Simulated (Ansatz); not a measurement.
BaS under changes of volume

One of the cells (32.576 Å³/atom); the others are scaled copies at fixed shape and fractional positions:

```
Ba S
1.0
     0.00000    3.19375    3.19375
     3.19375    0.00000    3.19375
     3.19375    3.19375    0.00000
Ba S
1 1
Direct
  0.00000 0.00000 0.00000
  0.50000 0.50000 0.50000
```

* Program: Ansatz 0.2.0
* Functional: LDA
* Potentials or basis: Ansatz PAW
* Cutoff: 420 eV (not typed: the program's choice for these potentials)
* k mesh: 7 × 7 × 7
* Occupations: fermi-dirac, width 0.05 eV
* Spin: no spin polarisation

```tsv
volume (Å³/atom)	energy over the lowest point (meV/atom)	pressure (GPa)	gap on the mesh (eV)
30.622	0.00	0.4	1.96
31.273	0.75	-0.7	2.00
31.925	5.54	-1.6	2.03
32.576	13.93	-2.5	2.07
33.228	25.52	-3.2	2.09
33.879	39.97	-3.9	2.12
34.531	?	?	?
```

What does the run at 34.531 Å³/atom give?

Energy over the lowest point 56.95 meV/atom; pressure -4.5 GPa; gap on the mesh 2.14 eV.

Worked out: A Birch-Murnaghan fit of order 3 (a polynomial in V^(-2/3)) to the other rows has its minimum at 30.83 Å³/atom with B0 = V·E''(V) = 51 GPa and B' = 4.5. It gives 56.98 meV/atom at 34.531 Å³/atom, against the run's 56.95, and -dE/dV = -4.5 GPa, against -4.5. A parabola through the other rows of the gap, of slope 1.13 eV per unit of ln V there, extrapolates to 2.14 eV, against the run's 2.14.

Energies are extrapolated to zero smearing.

Caveats: odd divisions of the mesh miss points on the zone boundary, where band edges often lie, so the gap on the mesh can be too wide; spin-orbit coupling is left out, which moves the levels of the heavy elements; the PAW data sets come from PBE, with cores solved anew for the run's functional, which leaves a small shift of forces and pressure.

A mesh can miss the band edges.
